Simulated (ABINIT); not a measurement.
Au:

```
CELL_PARAMETERS angstrom
2.74841 0.00000 0.00000
0.00000 2.74841 0.00000
0.00000 0.00000 2.74841
ATOMIC_POSITIONS crystal
Au 0.50000 0.50000 0.50000
```

The cell was built by a generator and needn't be a form met in nature.

Base run:

| Property | Result |
| --- | --- |
| Program | ABINIT 10.8.3 (patched build) |
| Functional | AM05 |
| Potentials or basis | JTH PAW PBE v2.0 |
| Cutoff | 653 eV |
| k mesh | 10 × 10 × 10 |
| Occupations | fermi-dirac, width 0.05 eV |
| Spin | no spin polarisation |

Its results: band gap on the k mesh none (metal or under the smearing width); pressure -5.6 GPa.

Problem. After a change of settings the same cell gave: band gap on the k mesh none (metal or under the smearing width); pressure -9.2 GPa. Which change was it?
A. functional from AM05 to LDA
B. functional from AM05 to BLYP
C. functional from AM05 to r2SCAN
D. functional from AM05 to SCAN

Solution. A.

LDA binds more tightly than AM05, so the same cell stands under less pressure.

Caveats: the PAW data sets were made with another functional, which shifts forces and pressure a little; spin-orbit coupling is left out, which moves the levels of the heavy elements.
